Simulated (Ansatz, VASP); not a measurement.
## Rb in VASP and in Ansatz

Contents of INCAR:

```
SYSTEM = Rb
  PREC = Accurate
  ENCUT = 520
  EDIFF = 1E-7
  ISMEAR = 0
  SIGMA = 0.15
  LREAL = .False.
  LASPH = .True.
  NELM = 100
  ALGO = Normal
  ISIF = 2
  LWAVE = .False.
  LCHARG = .False.
  GGA = PE
  NBANDS = 10
```

File KPOINTS:

```
regular mesh
0
Gamma
  12 12 12
  0 0 0
```

POSCAR

```
Rb
1.0
   -2.8480900000      2.8480900000      2.8480900000
    2.8480900000     -2.8480900000      2.8480900000
    2.8480900000      2.8480900000     -2.8480900000
Rb
1
Direct
    0.0000000000      0.0000000000      0.0000000000
```

Input for Ansatz:

```yaml
crystal:
  lattice:
    - [-2.84809, 2.84809, 2.84809]
    - [2.84809, -2.84809, 2.84809]
    - [2.84809, 2.84809, -2.84809]
  atoms:
    - { symbol: Rb, position: [0.0, 0.0, 0.0] }
basis:
  ecutwfc: 420
kpoints:
  mp_grid: { grid: [12, 12, 12] }
hamiltonian:
  xc: pbe
scf:
  occupations: { method: gaussian, width: 0.15 }
output:
  forces: true
  stress: true
  eigenvalues: true
```

Change from the starting cell: strain +0.015 along x and y, +0.015 along z, atoms carried along.

Alike in both runs: task single point; functional PBE; k mesh 12 × 12 × 12; occupations gaussian, width 0.15 eV; no spin polarisation.

|  | VASP | Ansatz |
| --- | --- | --- |
| version | VASP 6.6.1 | Ansatz 0.2.0 |
| potentials or method | VASP PAW PBE potentials, release 64 (Rb_sv) | scalar-relativistic, plane waves, PAW |
| plane-wave cutoff (eV) | 520 | 420 |
| valence electrons in the cell | 9 | 9 |

|  | VASP | Ansatz | Ansatz less VASP |
| --- | --- | --- | --- |
| gap on the k mesh at the Fermi level (eV) | none | none | - |
| pressure (GPa) | 0.0 | 0.0 | 0.00 |

A gap of «none» marks a metal or a gap that the smearing closes.
